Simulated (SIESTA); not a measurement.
Ga under changes of volume

One of the cells (18.685 Å³/atom); the others are scaled copies at fixed shape and fractional positions:

```xyz
2
Lattice="1.4500 -4.0650 0.0000 1.4500 4.0650 0.0000 0.0000 0.0000 3.1700" Properties=species:S:1:pos:R:3 pbc="T T T"
Ga    1.4500    2.9837    2.3775
Ga    1.4500   -2.9837    0.7925
```

This isn't the form of Ga at room conditions, which is orthorhombic.

* Program: SIESTA 5.4.2
* Functional: LDA
* Potentials or basis: PseudoDojo 0.4 standard (LDA files)
* Basis: DZP (energy shift 0.003 Ry; two zetas on semicore shells)
* Grid cutoff: 800 Ry
* Energy shift: 0.003 Ry
* k mesh: 10 × 10 × 8
* Occupations: fermi-dirac, width 0.05 eV
* Spin: no spin polarisation

```tsv
volume (Å³/atom)	energy over the lowest point (meV/atom)	pressure (GPa)	largest force (eV/Å)
17.564	0.00	-1.1	0.186
17.937	?	?	?
18.311	10.61	-3.4	0.161
18.685	19.65	-4.3	0.152
19.058	30.76	-5.1	0.141
19.432	43.64	-5.8	0.131
19.806	58.05	-6.4	0.121
```

Task: What does the run at 17.937 Å³/atom give?

Result: Energy over the lowest point 3.95 meV/atom; pressure -2.3 GPa; largest force 0.172 eV/Å.

Worked out: A Birch-Murnaghan fit of order 3 (a polynomial in V^(-2/3)) to the other rows has its minimum at 17.29 Å³/atom, just outside them, with B0 = V·E''(V) = 70 GPa and B' = 5.6 at fixed shape and positions, which overstates the stiffness. It gives 3.92 meV/atom at 17.937 Å³/atom, against the run's 3.95, and -dE/dV = -2.3 GPa, against -2.3.

Energies are extrapolated to zero smearing.

Caveats: the basis of atomic orbitals isn't converged, which shifts pressures, moduli and gaps.
